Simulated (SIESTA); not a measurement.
## MnO: equation of state with PBEsol

Crystal: MnO.

```
Mn O
1.0
     3.15461    0.00000    0.00000
     0.00000    4.39706    0.00000
     0.00000    0.00000    3.09659
Mn O
2 2
Direct
  0.50000 0.00000 0.72828
  0.00000 0.50000 0.27172
  0.00000 0.00000 0.23622
  0.50000 0.50000 0.76378
```

The cell is a database's computed one.

```yaml
Program: SIESTA 5.4.2
Task: equation of state
Functional: PBEsol
Potentials_or_basis: PseudoDojo 0.4 standard (PBEsol files)
Basis: DZP (energy shift 0.003 Ry; two zetas on semicore shells)
Grid_cutoff: 800 Ry
Energy_shift: 0.003 Ry
k_mesh: 8 × 6 × 9
Occupations: fermi-dirac, width 0.05 eV
Spin: collinear spin, ferromagnetic start
Starting_moments: "[4.0, 4.0, 0.0, 0.0] μB"
```

```json
{"Equilibrium volume": "10.43 Å³/atom", "Bulk modulus at fixed shape and positions": "133 GPa", "Pressure derivative of the bulk modulus": "4.3 (rough: it moves with the points fitted)"}
```

Energy against volume, from the lowest point:
```tsv
volume (Å³/atom)	energy (meV/atom)
10.094	4.23
10.309	0.31
10.523	0.00
10.738	3.22
10.953	9.86
11.168	19.18
11.382	30.86
```

All runs of the series together: 13 min on 1 thread of Arm Neoverse V2, on a shared host.

Caveat: short orbitals over semicore shells can move pressures by several GPa; the cell was scaled at fixed shape and fractional positions, which overstates the stiffness of a crystal with free parameters, most of all of layers and chains; the basis of atomic orbitals isn't converged, which shifts pressures, moduli and gaps.
